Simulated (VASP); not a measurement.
# BN, vacuum levels of a slab or layer: which settings are enough?

BN, slab, 8 atoms in the cell. PBEsol; PAW potentials N, B (PBE set). VASP 6.6.1.

Wanted: face levels within 0.04 eV; energy within 2 meV/atom; forces within 0.02 eV/Å.

Crystal: BN, P6_3mc; Face: (0 0 1); Atomic planes: 8; Dipole correction: yes.

Face levels: vacuum level at each face, counted from the Fermi level.

POSCAR of the starting run:
```
BN
1.0
    2.5416931275      0.0000000000      0.0000000000
   -1.2708465638      2.2011708171      0.0000000000
    0.0000000000      0.0000000000     21.8340840224
N B
4 4
Direct
    0.3333333300      0.6666666700      0.4639505361
    0.6666666700      0.3333333300      0.3676756241
    0.3333333300      0.6666666700      0.6565003601
    0.6666666700      0.3333333300      0.5602254481
    0.3333333300      0.6666666700      0.3434996399
    0.6666666700      0.3333333300      0.4397745519
    0.3333333300      0.6666666700      0.5360494639
    0.6666666700      0.3333333300      0.6323243759
```

The series start from vacuum (Å): 15; correction: LDIPOL, IDIPOL 3, DIPOL, AMIN 0.01; k spacing (1/Å): 0.3; Cutoff ENCUT (eV): 525; SCF threshold EDIFF (eV): 1e-6; PREC: Accurate; LREAL: .FALSE.; ALGO: Normal. Each series keeps the choices made before it, and each single choice may use up half of a tolerance.

## Vacuum (Å)

| Vacuum (Å) | Face levels, largest deviation (eV) | Energy less reference (meV/atom) | Forces, largest deviation (eV/Å) | SCF iterations | Time (s) |
|---|---|---|---|---|---|
| 6 | 0.233 | 0.7 | 0.037 | 55 | 38 |
| 8 | 0.034 | 0.1 | 0.003 | 25 | 21 |
| 10 | 0.019 | 0.0 | 0.001 | 38 | 34 |
| 12 | 0.003 | 0.0 | 0.001 | 33 | 33 |
| 15 | 0.000 | 0.0 | 0.001 | 39 | 65 |
| 20 | 0.001 | 0.0 | 0.001 | 43 | 61 |
| 25 (reference) | 0.000 | 0.0 | 0.000 | 50 | 82 |

Chosen: 10, the loosest value from which every tighter one stays within half of the tolerance.

## Correction

| Correction | Face levels, largest deviation (eV) | Energy less reference (meV/atom) | Forces, largest deviation (eV/Å) | SCF iterations | Time (s) |
|---|---|---|---|---|---|
| LDIPOL, IDIPOL 3, DIPOL, AMIN 0.01 | 0.000 | 0.0 | 0.000 | 38 | 34 |
| LDIPOL, default AMIN | 0.001 | 0.0 | 0.012 | 28 | 26 |
| LDIPOL, no DIPOL | no result | no result | no result | 150 | 151 |
| IDIPOL 3 alone (energy only) | 1.313 | 2.9 | 0.075 | 38 | 36 |
| kernel truncation, coarsened | 0.101 | 0.0 | 0.003 | 32 | 40 |
| kernel truncation, full padding | 0.013 | 0.0 | 0.001 | 34 | 46 |

Chosen: LDIPOL, IDIPOL 3, DIPOL, AMIN 0.01; no other choice that stays within half of the tolerance saves 30 % of the time.

## k spacing (1/Å)

| k spacing (1/Å) | Face levels, largest deviation (eV) | Energy less reference (meV/atom) | Forces, largest deviation (eV/Å) | SCF iterations | Time (s) |
|---|---|---|---|---|---|
| 0.6 | 0.029 | 1.2 | 0.116 | 30 | 19 |
| 0.45 | 0.067 | 1.7 | 0.327 | 31 | 20 |
| 0.3 | 0.023 | 0.1 | 0.106 | 38 | 34 |
| 0.22 | 0.026 | -0.1 | 0.109 | 35 | 40 |
| 0.16 (reference) | 0.000 | 0.0 | 0.000 | 35 | 58 |

Chosen: 0.16; the next looser run is off by more than half of the tolerance, so convergence isn't shown beyond this value.

## Cutoff ENCUT (eV)

| Cutoff ENCUT (eV) | Face levels, largest deviation (eV) | Energy less reference (meV/atom) | Forces, largest deviation (eV/Å) | SCF iterations | Time (s) |
|---|---|---|---|---|---|
| 320 | 0.016 | 12.1 | 0.043 | 31 | 25 |
| 400 | 0.001 | 5.5 | 0.042 | 32 | 40 |
| 460 | 0.001 | 2.8 | 0.009 | 34 | 49 |
| 525 | 0.002 | 4.1 | 0.008 | 35 | 58 |
| 600 | 0.001 | 2.3 | 0.009 | 35 | 71 |
| 725 (reference) | 0.000 | 0.0 | 0.000 | 35 | 81 |

Chosen: 725; the next looser run is off by more than half of the tolerance, so convergence isn't shown beyond this value.

## SCF threshold EDIFF (eV)

| SCF threshold EDIFF (eV) | Face levels, largest deviation (eV) | Energy less reference (meV/atom) | Forces, largest deviation (eV/Å) | SCF iterations | Time (s) |
|---|---|---|---|---|---|
| 0.001 | 0.291 | -1.4 | 0.915 | 23 | 55 |
| 0.0001 | 0.292 | -1.2 | 0.847 | 23 | 54 |
| 1e-5 | 0.009 | 0.0 | 0.036 | 30 | 69 |
| 1e-6 | 0.000 | 0.0 | 0.008 | 35 | 81 |
| 1e-7 (reference) | 0.000 | 0.0 | 0.000 | 37 | 94 |

Chosen: 1e-6.

## PREC

| PREC | Face levels, largest deviation (eV) | Energy less reference (meV/atom) | Forces, largest deviation (eV/Å) | SCF iterations | Time (s) |
|---|---|---|---|---|---|
| Accurate | 0.000 | 0.0 | 0.000 | 35 | 81 |
| Normal | 0.001 | 0.0 | 0.004 | 34 | 54 |

Chosen: Normal, the fastest of those that stay within half of the tolerance.

## LREAL

| LREAL | Face levels, largest deviation (eV) | Energy less reference (meV/atom) | Forces, largest deviation (eV/Å) | SCF iterations | Time (s) |
|---|---|---|---|---|---|
| .FALSE. | 0.000 | 0.0 | 0.000 | 34 | 54 |
| Auto | 0.001 | -0.1 | 0.006 | 35 | 62 |

Chosen: .FALSE..

## ALGO

| ALGO | Face levels, largest deviation (eV) | Energy less reference (meV/atom) | Forces, largest deviation (eV/Å) | SCF iterations | Time (s) |
|---|---|---|---|---|---|
| Normal | 0.000 | 0.0 | 0.000 | 34 | 54 |
| Fast | 0.001 | 0.0 | 0.003 | 34 | 63 |
| All | 0.005 | 0.0 | 0.005 | 65 | 134 |

Chosen: Normal.

## All choices together

| Input | Face levels, largest deviation (eV) | Energy less reference (meV/atom) | Forces, largest deviation (eV/Å) | Time (s) |
|---|---|---|---|---|
| starting input without the dipole correction (naive) | 1.266 | 2.8 | 0.151 | 42 |
| chosen settings | 0.017 | 0.0 | 0.003 | 54 |
| reference settings throughout | 0.000 | 0.0 | 0.000 | 284 |

The chosen settings stay within the tolerance of the reference run, but the reference itself isn't shown to be converged in: k spacing (1/Å), Cutoff ENCUT (eV).

Values of the reference run: Face levels: 8.109, 5.226 eV.

## The input

INCAR:
```
  PREC = Normal
  ENCUT = 725
  EDIFF = 1E-6
  ISMEAR = 0
  SIGMA = 0.1
  LREAL = F
  LASPH = T
  ALGO = Normal
  NELM = 150
  LWAVE = F
  LCHARG = F
  GGA = PS
  KPAR = 4
  LVHAR = T
  LVACPOTAV = T
  LDIPOL = T
  IDIPOL = 3
  DIPOL = 0.5 0.5 0.5
  AMIN = 0.01
```

KPOINTS:
```
Automatic mesh
0
Gamma
  18 18 1
  0 0 0
```

POSCAR:
```
BN
1.0
    2.5416931275      0.0000000000      0.0000000000
   -1.2708465638      2.2011708171      0.0000000000
    0.0000000000      0.0000000000     16.8340840224
N B
4 4
Direct
    0.3333333300      0.6666666700      0.4532432521
    0.6666666700      0.3333333300      0.3283731068
    0.3333333300      0.6666666700      0.7029835426
    0.6666666700      0.3333333300      0.5781133974
    0.3333333300      0.6666666700      0.2970164574
    0.6666666700      0.3333333300      0.4218866026
    0.3333333300      0.6666666700      0.5467567479
    0.6666666700      0.3333333300      0.6716268932
```

Commands:
```
cat potpaw_PBE.64/N/POTCAR potpaw_PBE.64/B/POTCAR > POTCAR
mpirun -np 4 vasp_std > vasp.out
```

The chosen input took VASP 6.6.1 54 s on 4 cores (Intel Xeon Platinum 8175M @ 2.50GHz (Skylake/Cascade Lake)), a shared host.

## An input that fails: centre for the dipole put into the vacuum's far side

The electronic loop stops at its limit of 150 steps.

Changes against the starting input:
```
- DIPOL = 0.5 0.5 0.5
+ DIPOL = 0.5 0.5 0.0
```
